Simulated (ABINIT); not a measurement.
# MnS (P6_3mc) in ABINIT: band structure with PBEsol

Aim: the band structure of MnS with PBEsol.

Everything below comes from runs of ABINIT 10.8.3 (patched build). Logs are shortened: lines on timing, memory, paths and dates and some standing lists are left out, and cuts for length are marked. The log counts tension as positive stress, the text compression.

## (1) The crystal as given

It takes space group P6_3mc (No. 186, hexagonal). The conventional cell has a = 3.954 Å, b = 3.954 Å, c = 6.343 Å, α = 90.00°, β = 90.00°, γ = 120.00°. Mn (site symmetry 3m) has 4 S at 2.36 to 2.42 Å as nearest neighbours. S (site symmetry 3m) is surrounded by 4 Mn at 2.36 to 2.42 Å.

The cell is a database's computed one.

## (2) Band structure, PBEsol, collinear spin, ferromagnetic start

The input, run.abi:

```
# Datasets: ground state, then fixed potential
ndtset 2

# Pseudopotentials
pp_dirpath "./"
pseudos "Mn.GGA_PBE-JTH.xml, S.GGA_PBE-JTH.xml"

# Structure
acell 7.4711775977 7.4711775977 11.9856424829
rprim
     1.0000000000     0.0000000000     0.0000000000
    -0.5000000000     0.8660254038     0.0000000000
     0.0000000000     0.0000000000     1.0000000000
ntypat 2
znucl 25 16
natom 4
typat 1 1 2 2
xred
     0.6666666667     0.3333333333     0.4988446700
     0.3333333333     0.6666666667     0.9988446700
     0.3333333333     0.6666666667     0.6261543000
     0.6666666667     0.3333333333     0.1261543000

# Plane-wave basis
ecut 26.0
pawecutdg 48.0
pawxcdev 0

# Exchange and correlation
ixc -116133

# Bands and occupations
occopt 3
tsmear 0.00183747

# Spin
nsppol 2
spinat
     0.0000000000     0.0000000000     4.0000000000
     0.0000000000     0.0000000000     4.0000000000
     0.0000000000     0.0000000000     0.0000000000
     0.0000000000     0.0000000000     0.0000000000

# SCF cycle
nstep 100

# Output
iomode 3
prtwf 0
prteig 0
prtebands 0
prtden1 1

# Dataset 1
kptopt1 1
ngkpt1 8 8 4
nshiftk1 1
shiftk1 0.0 0.0 0.0
nband1 28
tolvrs1 1.0e-9

# Dataset 2: bands along G-M-K-G-A-L-H-A
iscf2 -2
getden2 1
nband2 34
nbdbuf2 4
tolwfr2 1.0e-11
kptopt2 -7
ndivsm2 8
prteig2 1
prtvol2 -3
kptbounds2
     0.0000000000     0.0000000000     0.0000000000
     0.5000000000     0.0000000000     0.0000000000
     0.3333333333     0.3333333333     0.0000000000
     0.0000000000     0.0000000000     0.0000000000
     0.0000000000     0.0000000000     0.5000000000
     0.5000000000     0.0000000000     0.5000000000
     0.3333333333     0.3333333333     0.5000000000
     0.0000000000     0.0000000000     0.5000000000
```

Potentials or basis: JTH PAW PBE v2.0.

Command:

```sh
> mpirun --bind-to none -np 4 abinit run.abi > log 2>&1
```

run.abo:

```text
.Version 10.8.3 of ABINIT
 DATASET    1 : space group P6_3 m c (#186); Bravais hP (primitive hexag.)
================================================================================
 Values of the parameters that define the memory need for DATASET  1.
     intxc =       0    ionmov =       0      iscf =      17    lmnmax =      18
     lnmax =       6     mgfft =      60  mpssoang =       3    mqgrid =    3739
     natom =       4  nloc_mem =       2    nspden =       2   nspinor =       1
    nsppol =       2      nsym =      12    n1xccc =       1    ntypat =       2
    occopt =       3   xclevel =       2
       mpw =        3694          nfft =       77760          nkpt =          30
Pmy_natom=         1
 PAW method is used; the additional fine FFT grid is defined by:
   mgfftf=        80    nfftf =    184320
================================================================================
================================================================================

 DATASET    2 : space group P6_3 m c (#186); Bravais hP (primitive hexag.)
================================================================================
 Values of the parameters that define the memory need for DATASET  2.
     intxc =       0    ionmov =       0      iscf =      -2    lmnmax =      18
     lnmax =       6     mgfft =      60  mpssoang =       3    mqgrid =    3739
     natom =       4  nloc_mem =       2    nspden =       2   nspinor =       1
    nsppol =       2      nsym =      12    n1xccc =       1    ntypat =       2
    occopt =       3   xclevel =       2
       mpw =        3712          nfft =       77760          nkpt =          91
Pmy_natom=         1
 PAW method is used; the additional fine FFT grid is defined by:
   mgfftf=        80    nfftf =    184320
================================================================================
================================================================================

--------------------------------------------------------------------------------
------------- Echo of variables that govern the present computation ------------
--------------------------------------------------------------------------------
 -outvars: echo values of preprocessed input variables --------
            acell      7.4711775977E+00  7.4711775977E+00  1.1985642483E+01 Bohr
              amu      5.49380500E+01  3.20660000E+01
             ecut      2.60000000E+01 Hartree
           getden1          0
           getden2          1
             iscf1         17
             iscf2         -2
              ixc     -116133
           jdtset        1    2
           kptopt1          1
           kptopt2         -7
         kptrlatt        8    0    0      0    8    0      0    0    4
          kptrlen1     4.79425699E+01
          kptrlen2     3.00000000E+01
            natom           4
            nband1         28
            nband2         34
           nbdbuf1          0
           nbdbuf2          4
           ndtset           2
           ndivsm1          0
           ndivsm2          8
            ngfft          36      36      60
          ngfftdg          48      48      80
             nkpt1         30
             nkpt2         91
           nspden           2
           nsppol           2
            nstep         100
             nsym          12
           ntypat           2
           occopt           3
        pawecutdg      4.80000000E+01 Hartree
         pawxcdev           0
        prtebands           0
           prteig1          0
           prteig2          1
           prtvol1          0
           prtvol2         -3
            prtwf           0
            rprim      1.0000000000E+00  0.0000000000E+00  0.0000000000E+00
                      -5.0000000000E-01  8.6602540380E-01  0.0000000000E+00
                       0.0000000000E+00  0.0000000000E+00  1.0000000000E+00
           shiftk1     0.00000000E+00  0.00000000E+00  0.00000000E+00
           shiftk2     5.00000000E-01  5.00000000E-01  5.00000000E-01
          spgroup         186
[... 2509 lines left out ...]
convergence: {deltae:  0.000E+00, res2:  0.000E+00, residm:  9.997E-12, diffor:  0.000E+00, }
etotal    :  -2.30152234E+02
entropy   :   0.00000000E+00
fermie    :   1.82421217E-01
cartesian_stress_tensor: null
pressure_GPa: null
xred      :
- [  6.6667E-01,   3.3333E-01,   4.9884E-01, Mn]
- [  3.3333E-01,   6.6667E-01,   9.9884E-01, Mn]
- [  3.3333E-01,   6.6667E-01,   6.2615E-01,  S]
- [  6.6667E-01,   3.3333E-01,   1.2615E-01,  S]
cartesian_forces: null
force_length_stats: {min: null, max: null, mean: null, }
...

 Integrated electronic and magnetization densities in atomic spheres:
 ------------------------------------------------------------------------------------------------------------
 Radius=ratsph(iatom), smearing ratsm=  0.0000. Diff(up-dn)=approximate z local magnetic moment.
    Atom    Radius    up_density   dn_density  Total(up+dn)  Diff(up-dn)
    1 Mn   2.11192     8.589162     4.433958     13.023120     4.155203
    2 Mn   2.11192     8.589162     4.433958     13.023120     4.155203
    3  S   1.90380     1.858437     1.750270      3.608707     0.108167
    4  S   1.90380     1.858437     1.750270      3.608707     0.108167
 ------------------------------------------------------------------------------------------------------------
  Sum:                20.895198    12.368456     33.263654     8.526742
 Total magnetization (from the atomic spheres):                8.526742
 Total magnetization (exact up - dn):                          9.815722

================================================================================

 ----iterations are completed or convergence reached----

 Mean square residual over all n,k,spin=   53.348E-13; max=  99.966E-13
 reduced coordinates (array xred) for    4 atoms
       0.666666666667      0.333333333333      0.498844670000
       0.333333333333      0.666666666667      0.998844670000
       0.333333333333      0.666666666667      0.626154300000
       0.666666666667      0.333333333333      0.126154300000

 cartesian coordinates (angstrom) at end:
    1      1.97678846031485     1.14129934971423     3.16393671397651
    2      0.00000000000000     2.28259869942847     6.33520114181585
    3      0.00000000000000     2.28259869942847     3.97140171585729
    4      1.97678846031485     1.14129934971423     0.80013728801795
 length scales=  7.471177597700  7.471177597700 11.985642482900 bohr
              =  3.953576920630  3.953576920630  6.342528855679 angstroms
 Eigenvalues (hartree) for nkpt=  91  k points, SPIN UP:
 kpt#   1, nband= 34, wtk=  1.00000, kpt=  0.0000  0.0000  0.0000 (reduced coord)
  -2.81963   -2.81963   -1.67581   -1.67581   -1.67578   -1.67578   -1.67530   -1.67514
  -0.33504   -0.30653   -0.03712    0.00030    0.00185    0.00185    0.00813    0.00813
   0.06035    0.06035    0.07074    0.07074    0.07715    0.15276    0.15276    0.19118
   0.19377    0.19377    0.21803    0.27867    0.38813    0.38813    0.40661    0.43333
   0.43333    0.44877
 kpt#   2, nband= 34, wtk=  1.00000, kpt=  0.0333  0.0000  0.0000 (reduced coord)
  -2.81963   -2.81963   -1.67581   -1.67581   -1.67578   -1.67578   -1.67530   -1.67514
  -0.33482   -0.30642   -0.03681    0.00030    0.00155    0.00194    0.00787    0.00826
   0.06021    0.06034    0.07059    0.07079    0.07728    0.15119    0.15212    0.19015
   0.19110    0.19341    0.22170    0.28055    0.38645    0.38889    0.40769    0.43182
   0.43436    0.44814
 kpt#   3, nband= 34, wtk=  1.00000, kpt=  0.0667  0.0000  0.0000 (reduced coord)
  -2.81963   -2.81963   -1.67581   -1.67581   -1.67579   -1.67578   -1.67529   -1.67514
  -0.33415   -0.30609   -0.03587   -0.00023    0.00119    0.00221    0.00712    0.00864
   0.05980    0.06030    0.07015    0.07091    0.07768    0.14678    0.15026    0.18338
   0.18980    0.19234    0.22963    0.28582    0.38204    0.39109    0.41047    0.42792
[... 514 lines left out ...]
   0.06650    0.06650    0.06661    0.06661    0.12446    0.12446    0.16590    0.16590
   0.16991    0.16991    0.28349    0.28349    0.37870    0.37870    0.40444    0.40444
   0.40901    0.40901
 kpt#  90, nband= 34, wtk=  1.00000, kpt=  0.0196  0.0196  0.5000 (reduced coord)
  -2.81963   -2.81963   -1.67580   -1.67580   -1.67580   -1.67580   -1.67522   -1.67522
  -0.32146   -0.32146   -0.02136   -0.02136    0.00402    0.00402    0.00420    0.00420
   0.06660    0.06660    0.06663    0.06663    0.12439    0.12439    0.17036    0.17036
   0.17147    0.17147    0.27837    0.27837    0.38588    0.38588    0.40172    0.40172
   0.40407    0.40407
 kpt#  91, nband= 34, wtk=  1.00000, kpt=  0.0000  0.0000  0.5000 (reduced coord)
  -2.81963   -2.81963   -1.67580   -1.67580   -1.67580   -1.67580   -1.67522   -1.67522
  -0.32164   -0.32164   -0.02127   -0.02127    0.00409    0.00409    0.00409    0.00409
   0.06664    0.06664    0.06664    0.06664    0.12436    0.12436    0.17199    0.17199
   0.17199    0.17199    0.27650    0.27650    0.39000    0.39000    0.40077    0.40077
   0.40077    0.40077
 Eigenvalues (hartree) for nkpt=  91  k points, SPIN DOWN:
 kpt#   1, nband= 34, wtk=  1.00000, kpt=  0.0000  0.0000  0.0000 (reduced coord)
  -2.65112   -2.65111   -1.51007   -1.51007   -1.51006   -1.51003   -1.51003   -1.50984
  -0.32180   -0.29518   -0.01318    0.05896    0.05975    0.05975    0.06030    0.06030
   0.20032    0.20032    0.21153    0.21875    0.21875    0.25420    0.26028    0.26028
   0.29011    0.29862    0.29862    0.32858    0.43026    0.43026    0.44326    0.47197
   0.47197    0.47968
 kpt#   2, nband= 34, wtk=  1.00000, kpt=  0.0333  0.0000  0.0000 (reduced coord)
  -2.65112   -2.65111   -1.51007   -1.51007   -1.51006   -1.51003   -1.51003   -1.50984
  -0.32159   -0.29508   -0.01286    0.05846    0.05914    0.05947    0.05990    0.06056
   0.19991    0.20025    0.21067    0.21888    0.21947    0.25519    0.25959    0.25988
   0.28991    0.29835    0.29842    0.33015    0.42817    0.43093    0.44482    0.47039
   0.47292    0.47926
 kpt#   3, nband= 34, wtk=  1.00000, kpt=  0.0667  0.0000  0.0000 (reduced coord)
  -2.65112   -2.65111   -1.51008   -1.51007   -1.51005   -1.51004   -1.51003   -1.50984
  -0.32096   -0.29477   -0.01191    0.05575    0.05797    0.05904    0.05938    0.06097
   0.19869    0.20006    0.20880    0.21926    0.22096    0.25661    0.25872    0.25907
   0.28933    0.29754    0.29783    0.33463    0.42313    0.43290    0.44842    0.46645
[... 515 lines left out ...]
   0.27380    0.27380    0.32109    0.32109    0.41796    0.41796    0.44636    0.44636
   0.44836    0.44836
 kpt#  90, nband= 34, wtk=  1.00000, kpt=  0.0196  0.0196  0.5000 (reduced coord)
  -2.65111   -2.65111   -1.51005   -1.51005   -1.51005   -1.51005   -1.50995   -1.50995
  -0.30910   -0.30910    0.01768    0.01768    0.05920    0.05920    0.05958    0.05958
   0.21199    0.21199    0.21214    0.21214    0.24828    0.24828    0.27356    0.27356
   0.27460    0.27460    0.31601    0.31601    0.42265    0.42265    0.44423    0.44423
   0.44501    0.44501
 kpt#  91, nband= 34, wtk=  1.00000, kpt=  0.0000  0.0000  0.5000 (reduced coord)
  -2.65111   -2.65111   -1.51005   -1.51005   -1.51005   -1.51005   -1.50995   -1.50995
  -0.30927   -0.30927    0.01777    0.01777    0.05959    0.05959    0.05959    0.05959
   0.21218    0.21218    0.21218    0.21218    0.24834    0.24834    0.27486    0.27486
   0.27486    0.27486    0.31407    0.31407    0.42476    0.42476    0.44345    0.44345
   0.44345    0.44345

== END DATASET(S) ==============================================================
================================================================================

 -outvars: echo values of variables after computation  --------
            acell      7.4711775977E+00  7.4711775977E+00  1.1985642483E+01 Bohr
           etotal1    -2.3015223392E+02
            fcart1    -0.0000000000E+00 -0.0000000000E+00  5.3613992442E-03
                      -0.0000000000E+00 -0.0000000000E+00  5.3613992442E-03
                       2.8832351398E-28  1.6646365841E-28 -5.3613992442E-03
                      -2.8832351398E-28 -1.6646365841E-28 -5.3613992442E-03
            rprim      1.0000000000E+00  0.0000000000E+00  0.0000000000E+00
                      -5.0000000000E-01  8.6602540380E-01  0.0000000000E+00
                       0.0000000000E+00  0.0000000000E+00  1.0000000000E+00
           strten1     3.9070564657E-05  3.9070564358E-05 -4.3795353984E-05
                       0.0000000000E+00  0.0000000000E+00  0.0000000000E+00
           xangst      1.9767884603E+00  1.1412993497E+00  3.1639367140E+00
                       1.1458062333E-16  2.2825986994E+00  6.3352011418E+00
                       1.1458062333E-16  2.2825986994E+00  3.9714017159E+00
                       1.9767884603E+00  1.1412993497E+00  8.0013728802E-01
             xred      6.6666666667E-01  3.3333333333E-01  4.9884467000E-01
                       3.3333333333E-01  6.6666666667E-01  9.9884467000E-01
                       3.3333333333E-01  6.6666666667E-01  6.2615430000E-01
                       6.6666666667E-01  3.3333333333E-01  1.2615430000E-01
 Calculation completed.
```

Run time: 4.1 min. Hardware: 4 MPI ranks of Arm Neoverse V1, shared host; peak memory 0.92 GiB.

Results:

* Free energy: -6262.7613 eV
* Pressure: -0.3 GPa
* Largest force: 0.276 eV/Å
* Band gap on the k mesh: none (metal or under the smearing width)
* Net moment: 9.82 μB per cell
* Site moments: Mn +4.16; S +0.11 μB
* Valence electrons inside the program's atomic spheres: Mn 13.02; S 3.61

Forces on the atoms (eV/Å):
```
Mn   0.000  0.000  0.276
Mn   0.000  0.000  0.276
S    0.000  0.000 -0.276
S    0.000  0.000 -0.276
```

Levels at the corners of the path, in eV from the Fermi level:
Spin up:
| point | band 22 | band 23 | band 24 | band 25 | band 26 | band 27 | band 28 | band 29 | band 30 |
| --- | --- | --- | --- | --- | --- | --- | --- | --- | --- |
| Γ | -0.81 | -0.81 | 0.24 | 0.31 | 0.31 | 0.97 | 2.62 | 5.60 | 5.60 |
| M | -2.72 | -2.37 | -2.26 | -1.16 | -0.71 | 3.36 | 3.56 | 4.26 | 6.09 |
| K | -2.38 | -2.38 | -1.73 | -1.73 | -1.67 | 3.46 | 5.35 | 5.35 | 6.30 |
| Γ | -0.81 | -0.81 | 0.24 | 0.31 | 0.31 | 0.97 | 2.62 | 5.60 | 5.60 |
| A | -1.58 | -0.28 | -0.28 | -0.28 | -0.28 | 2.56 | 2.56 | 5.65 | 5.65 |
| L | -2.88 | -1.46 | -1.46 | -1.33 | -1.33 | 2.95 | 2.95 | 5.01 | 5.01 |
| H | -2.62 | -2.34 | -2.34 | -1.23 | -1.23 | 4.26 | 4.26 | 5.12 | 5.12 |
| A | -1.58 | -0.28 | -0.28 | -0.28 | -0.28 | 2.56 | 2.56 | 5.65 | 5.65 |
Spin down:
```
point  band 14  band 15  band 16  band 17  band 18  band 19
    Γ    -3.34    -3.32    -3.32     0.49     0.49     0.79
    M    -3.52    -3.43    -3.29     0.03     0.22     0.70
    K    -4.00    -3.77    -3.77     0.13     0.28     0.28
    Γ    -3.34    -3.32    -3.32     0.49     0.49     0.79
    A    -3.34    -3.34    -3.34     0.81     0.81     0.81
    L    -3.46    -3.37    -3.37     0.52     0.52     0.88
    H    -4.29    -3.15    -3.15     0.28     0.28     0.84
    A    -3.34    -3.34    -3.34     0.81     0.81     0.81
```

Caveat: the PAW data sets were made with another functional, which shifts forces and pressure a little; semilocal functionals often make such compounds metallic where correlation or magnetic order opens a gap, which also shifts bond lengths; only a ferromagnetic start was run, and an antiferromagnetic order may lie lower in energy. With open d or f shells a metallic result of PBEsol can be an artefact of self-interaction; +U or a hybrid may open a gap.
